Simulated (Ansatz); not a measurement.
A relaxation computed with Ansatz, from input to last step.

```yaml
crystal:
  lattice:
    - [4.47168536, 0.0, 0.0]
    - [0.0, 4.47168536, 0.0]
    - [0.0, 0.0, 4.47168536]
  atoms:
    - { symbol: Al, position: [0.0, 0.0, 0.0] }
    - { symbol: Ga, position: [0.5, 0.5, 0.0] }
    - { symbol: Ga, position: [0.5, 0.0, 0.5] }
    - { symbol: Ga, position: [0.0, 0.5, 0.5] }
    - { symbol: "N", position: [0.75571442, 0.75571442, 0.24428558] }
    - { symbol: "N", position: [0.75571442, 0.24428558, 0.75571442] }
    - { symbol: "N", position: [0.24428558, 0.75571442, 0.75571442] }
    - { symbol: "N", position: [0.24428558, 0.24428558, 0.24428558] }
basis:
  ecutwfc: 500
kpoints:
  mp_grid: { grid: [6, 6, 6] }
hamiltonian:
  xc: r2scan
scf:
  occupations: { method: gaussian, width: 0.02 }
output:
  forces: true
  stress: true
  eigenvalues: true
relax:
  adjacent_minimum: "off"
  f_tol: 0.01
  max_steps: 40
```

```bash
ansatz run input.yaml --threads 2 --pin off --max-ram 5120MiB --backend cpu --events-out ev --progress --plain --runs-dir out
```

Method: DFT r2SCAN, scalar-relativistic, plane waves, PAW in Ansatz.

Of 3 frames 3 are shown, positions in Å and forces in eV/Å; the SCF threshold varies from step to step.

```xyz
8
Lattice="4.4717 0.0000 0.0000 0.0000 4.4717 0.0000 0.0000 0.0000 4.4717" Properties=species:S:1:pos:R:3:forces:R:3 pbc="T T T" step=1 free_energy_over_end_meV_per_atom=0.05
Al    0.0000    0.0000    0.0000    0.0000    0.0000    0.0000
Ga    2.2358    2.2358    0.0000    0.0000    0.0000    0.0000
Ga    2.2358    0.0000    2.2358    0.0000    0.0000    0.0000
Ga    0.0000    2.2358    2.2358    0.0000    0.0000    0.0000
N     3.3793    3.3793    1.0924   -0.0431   -0.0431    0.0431
N     3.3793    1.0924    3.3793   -0.0431    0.0431   -0.0431
N     1.0924    3.3793    3.3793    0.0431   -0.0431   -0.0431
N     1.0924    1.0924    1.0924    0.0431    0.0431    0.0431
8
Lattice="4.4717 0.0000 0.0000 0.0000 4.4717 0.0000 0.0000 0.0000 4.4717" Properties=species:S:1:pos:R:3:forces:R:3 pbc="T T T" step=2 free_energy_over_end_meV_per_atom=0.01
Al    0.0000    0.0000    0.0000    0.0000    0.0000    0.0000
Ga    2.2358    2.2358    0.0000    0.0000    0.0000    0.0000
Ga    2.2358    0.0000    2.2358    0.0000    0.0000    0.0000
Ga    0.0000    2.2358    2.2358    0.0000    0.0000    0.0000
N     3.3784    3.3784    1.0933   -0.0199   -0.0199    0.0199
N     3.3784    1.0933    3.3784   -0.0199    0.0199   -0.0199
N     1.0933    3.3784    3.3784    0.0199   -0.0199   -0.0199
N     1.0933    1.0933    1.0933    0.0199    0.0199    0.0199
8
Lattice="4.4717 0.0000 0.0000 0.0000 4.4717 0.0000 0.0000 0.0000 4.4717" Properties=species:S:1:pos:R:3:forces:R:3 pbc="T T T" step=3 free_energy_over_end_meV_per_atom=0.00
Al    0.0000    0.0000    0.0000    0.0000    0.0000    0.0000
Ga    2.2358    2.2358    0.0000    0.0000    0.0000    0.0000
Ga    2.2358    0.0000    2.2358    0.0000    0.0000    0.0000
Ga    0.0000    2.2358    2.2358    0.0000    0.0000    0.0000
N     3.3777    3.3777    1.0940   -0.0001   -0.0001    0.0001
N     3.3777    1.0940    3.3777   -0.0001    0.0001   -0.0001
N     1.0940    3.3777    3.3777    0.0001   -0.0001   -0.0001
N     1.0940    1.0940    1.0940    0.0001    0.0001    0.0001
```

Time: 46 s on 2 threads of Intel(R) Xeon(R) Processor @ 2.50GHz (Skylake/Cascade Lake), on a shared host, peak memory 0.58 GiB.